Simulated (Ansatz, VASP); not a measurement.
**Two plane-wave programs on BaTe**

POSCAR

```
BaTe
1.0
   -0.1059366249      3.5312208308      3.5312208308
    3.4252842059      0.0000000000      3.4252842059
    3.5312208308      3.5312208308     -0.1059366249
Ba Te
1 1
Direct
    0.0000000000      0.0000000000      0.0000000000
    0.5000000000      0.5000000000      0.5000000000
```

INCAR.step1

```
SYSTEM = BaTe
ALGO = Normal ; EDIFF = 1E-4
ENCUT = 520 ; GGA = PE
ISMEAR = 0 ; LASPH = .True.
LCHARG = .False. ; LREAL = .False.
LWAVE = .True. ; NBANDS = 15
NELM = 100 ; PREC = Accurate
SIGMA = 0.05
```

INCAR.step2

```
SYSTEM = BaTe
ALGO = Normal ; EDIFF = 1E-6
ENCUT = 520 ; ISIF = 2
ISMEAR = 0 ; ISTART = 1
LASPH = .True. ; LCHARG = .True.
LELF = .True. ; LMIXTAU = .True.
LREAL = .False. ; LVHAR = .True.
LWAVE = .False. ; METAGGA = R2SCAN
NBANDS = 15 ; NELM = 100
PREC = Accurate ; SIGMA = 0.05
```

KPOINTS

```
k-points
0
Gamma
  8 8 8
  0 0 0
```

Input for Ansatz:

```yaml
crystal:
  lattice:
    - [-0.1059366249, 3.5312208308, 3.5312208308]
    - [3.4252842059, 0.0, 3.4252842059]
    - [3.5312208308, 3.5312208308, -0.1059366249]
  atoms:
    - { symbol: Ba, position: [0.0, 0.0, 0.0] }
    - { symbol: Te, position: [0.5, 0.5, 0.5] }
basis:
  ecutwfc: 500
kpoints:
  mp_grid: { grid: [8, 8, 8] }
hamiltonian:
  xc: r2scan
scf:
  occupations: { method: gaussian, width: 0.05 }
output:
  forces: true
  stress: true
  eigenvalues: true
```

Change from the starting cell: strain -0.0600 x Voigt [0, 0, 0, 0, 1, 0], atoms carried along.

Alike in both runs: task single point; functional r2SCAN; k mesh 8 × 8 × 8; occupations gaussian, width 0.05 eV; no spin polarisation.

```csv
,VASP,Ansatz
version,VASP 6.6.1,Ansatz 0.2.0
potentials or method,"VASP PAW PBE potentials, release 64 (Ba_sv, Te)","scalar-relativistic, plane waves, PAW"
plane-wave cutoff (eV),520,500
valence electrons in the cell,16,26
```

|  | VASP | Ansatz | Ansatz less VASP |
| --- | --- | --- | --- |
| gap on the k mesh at the Fermi level (eV) | 1.80 | 1.88 | +0.074 |
| least direct gap on the mesh (eV) | 2.16 | 2.21 | +0.048 |
| pressure (GPa) | 0.3 | 0.0 | -0.32 |
| largest component of the traceless stress (GPa) | 0.73 | 0.73 | +0.004 |

The two sets of potentials don't hold the same shells in valence.

Caveats: the PAW data sets were made with another functional, which shifts forces and pressure a little (VASP); spin-orbit coupling is left out, which moves the levels of the heavy elements. A k mesh can miss the band edges.
